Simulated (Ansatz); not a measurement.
System: BaO (rock salt type), 2 atoms in the cell.

```xyz
2
Lattice="0.0000 2.7950 2.7950 2.7950 0.0000 2.7950 2.7950 2.7950 0.0000" Properties=species:S:1:pos:R:3 pbc="T T T"
Ba    0.0000    0.0000    0.0000
O     2.7950    2.7950    2.7950
```

Computed with PBE, plane waves, PAW datasets (generated hard set) in Ansatz 0.2.0 development build.

Cutoff 700 eV; k-mesh 8×8×8 Γ-centred; Fermi–Dirac smearing of 0.1 eV; no spin polarisation; no spin–orbit coupling.

Q: How large is the gap on this mesh, is it direct, and where do the band edges lie (fractions of the reciprocal vectors of this cell)?

A: 2.13 eV, direct at (0.000, -0.500, -0.500).

Q: List the levels near the gap at (0.000, 0.000, 0.000), (0.000, 0.125, -0.500), (0.000, 0.125, -0.250), (0.000, 0.250, -0.500), (0.000, -0.500, -0.500), (0.125, 0.375, -0.500), in eV from the top of the valence band (v1 is the highest filled band, c1 the lowest empty one).

A: 
```csv
k,v4,v3,v2,v1,c1,c2,c3
"(0.000, 0.000, 0.000)",-10.39,-0.37,-0.37,-0.37,3.48,4.76,4.76
"(0.000, 0.125, -0.500)",-10.57,-1.59,-1.18,-1.17,4.76,6.10,7.30
"(0.000, 0.125, -0.250)",-10.43,-1.48,-1.19,-0.60,4.35,5.75,5.84
"(0.000, 0.250, -0.500)",-10.73,-0.99,-0.76,-0.70,3.64,6.23,7.36
"(0.000, -0.500, -0.500)",-10.93,-0.18,-0.18,0.00,2.13,5.91,8.33
"(0.125, 0.375, -0.500)",-10.65,-0.83,-0.63,-0.29,3.04,6.23,7.04
```

A gap read on the mesh is an upper bound of this method's gap, since the mesh can miss a band edge. Spin–orbit coupling is left out; with heavy elements it can shift the gap and split levels by tenths of an eV. Semilocal functionals give gaps that mostly lie well below measured ones.
